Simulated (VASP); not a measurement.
Write the native input for VASP 6.6.1 that does the following.

```yaml
Task: single point
Functional: LDA
Potentials_or_basis: VASP PAW LDA potentials, release 64 (Mn_pv, O)
Cutoff: 520 eV
k_mesh: 8 × 8 × 8
Occupations: fermi-dirac, width 0.05 eV
Spin: collinear spin, ferromagnetic start
Starting_moments: "[4.0, 4.0, 0.0, 0.0] μB"
Supercell_matrix: "[1, 0, 0, 0, 1, 0, 0, 0, 2]"
Further_INCAR_settings: ALGO = Normal; EDIFF = 1e-06; NBANDS = 31
```

The structure of MnO lies in POSCAR:

```
MnO
1.0
    0.0000000000      2.2220003300      2.2220003300
    2.2220003300      0.0000000000      2.2220003300
    4.4440006600      4.4440006600      0.0000000000
Mn O
2 2
Direct
    0.0000000000      0.0000000000      0.0000000000
    0.0000000000      0.0000000000      0.5000000000
    0.5000000000      0.5000000000      0.2500000000
    0.5000000000      0.5000000000      0.7500000000
```

One way to write it, as run:

INCAR

```
ALGO = Normal
EDIFF = 1E-6
ENCUT = 520
GGA = CA
ISIF = 2
ISMEAR = -1
ISPIN = 2
LASPH = T
LCHARG = T
LELF = T
LMAXMIX = 4
LORBIT = 11
LREAL = F
LVHAR = T
LWAVE = F
MAGMOM = 4 4 0 0
NBANDS = 31
NELM = 150
PREC = Accurate
SIGMA = 0.05
```

KPOINTS

```
k-points
0
Gamma
  8 8 8
```

Potentials or basis: VASP PAW LDA potentials, release 64 (Mn_pv, O).

Launch:

```sh
$ cat potpaw_LDA.64/Mn_pv/POTCAR potpaw_LDA.64/O/POTCAR > POTCAR
$ mpirun -np 1 vasp_std > vasp.out
```

It gave:

The pressure is -16.4 GPa and the band gap on the k mesh is none (metal or under the smearing width). The net moment is 9.16 μB per cell. The site moments are Mn +4.15; O +0.19 μB and the valence electrons inside the program's atomic spheres are Mn 11.38; O 4.93.

Caveat: semilocal functionals often make such compounds metallic where correlation or magnetic order opens a gap, which also shifts bond lengths; only a ferromagnetic start was run, and an antiferromagnetic order may lie lower in energy.

Run time: 84 s on 1 thread of Intel(R) Xeon(R) Platinum 8488C (Sapphire Rapids) (shared host), peak memory 0.24 GiB.
